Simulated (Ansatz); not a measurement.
A run of Ansatz 0.2.0 is set up as follows.

Contents of run.py:

```python
import json

import ase.io
import numpy as np

import ansatz as az

atoms = ase.io.read("POSCAR", format="vasp")
atoms.set_initial_magnetic_moments([1.0])

calculation = (
    az.Crystal.from_ase(atoms)
    .calculation()
    .kpoints(13, 13, 13)
    .functional("pbe", dispersion="d4")
    .pseudopotentials(kind="paw", source="ansatz")
    .hubbard(projectors="all-electron-atomic", double_counting="fll")
    .hubbard("Ni", "d", u_eff=4.0)
    .spin("collinear")
    .scf(extra_bands=6)
    .occupations(method="fermi_dirac", width=0.05)
    .band_structure(path=(((0.0, 0.0, 0.0), (0.5, -0.5, 0.5), (0.0, 0.0, 0.5), (0.0, 0.0, 0.0), (0.25, 0.25,
        0.25), (0.5, -0.5, 0.5)), ((0.25, 0.25, 0.25), (0.0, 0.0, 0.5))), intervals=14)
    .forces()
    .stress()
    .band_table(publish=True)
)
outcome = calculation.run(threads=2, events_out="events.jsonl")

report = outcome.report
for line in open("events.jsonl"):
    event = json.loads(line)
    if event["event"] == "scf_iter":
        d = event["data"]
        print(f"SCF {d['iter']:3d}  HF = {d['harris_foulkes_ev']:.6f} eV  dr2 = {d['dr2_ev']:.2e} eV")
    elif event["event"] in ("relax_step", "md_step"):
        d = event["data"]
        print(f"{event['event']} {d['step']:3d}  E = {d['lagrangian_ev']:.6f} eV")
np.set_printoptions(precision=5, suppress=True, linewidth=110)
print("converged:", report["converged"], "after", report["n_iterations"], "iterations")
print(f"free energy {report['free_energy_ev']:.6f} eV, Fermi level {report['fermi_energy_ev']:.4f} eV")
for key in ("band_edges_ev", "magnetization_mub", "site_moments_mub", "site_moments_nc_mub", "forces_ev_ang",
                "stress_gpa"):
    if report.get(key) is not None:
        print(key, np.array(report[key]), sep="\n")
```

Contents of POSCAR:

```
Ni
1.0
   -1.3837154700      1.3837154700      1.3837154700
    1.3837154700     -1.3837154700      1.3837154700
    1.3837154700      1.3837154700     -1.3837154700
Ni
1
Direct
    0.0000000000      0.0000000000      0.0000000000
```

Potentials or basis: Ansatz PAW earlier set.

The run is started by

```bash
$ python run.py
```

Problem. What does it give for the net moment?

Solution. 0.56 μB per cell.

Problem. Estimate the pressure.

Solution. -0.6 GPa.

Problem. Predict the absolute moment.

Solution. 0.66 μB per cell.

Levels at the corners of the path, in eV from the Fermi level:
Spin up:
```csv
point,band 7,band 8,band 9,band 10,band 11,band 12
Γ,-3.13,-3.13,-1.39,-1.39,27.13,27.13
H,-0.73,-0.73,-0.73,10.56,10.56,10.56
N,-1.50,-1.20,-0.47,0.84,7.44,19.86
Γ,-3.13,-3.13,-1.39,-1.39,27.13,27.13
P,-4.12,-1.16,-1.16,9.06,9.06,9.06
H,-0.73,-0.73,-0.73,10.56,10.56,10.56
P,-4.12,-1.16,-1.16,9.06,9.06,9.06
N,-1.50,-1.20,-0.47,0.84,7.44,19.86
```
Spin down:
```csv
point,band 7,band 8,band 9,band 10,band 11,band 12
Γ,-1.68,-1.68,-0.91,-0.91,26.98,26.98
H,0.75,0.75,0.75,10.56,10.56,10.56
N,-0.70,-0.68,0.77,1.01,7.84,19.76
Γ,-1.68,-1.68,-0.91,-0.91,26.98,26.98
P,-2.88,-0.66,-0.66,9.32,9.32,9.32
H,0.75,0.75,0.75,10.56,10.56,10.56
P,-2.88,-0.66,-0.66,9.32,9.32,9.32
N,-0.70,-0.68,0.77,1.01,7.84,19.76
```

Caveat: the magnetic or orbital state may not be the lowest; pairwise dispersion overbinds metals, which lowers pressure and volume; the U is typed as a test and isn't derived for this compound. The state reached can hang on the start; a lower one may exist.
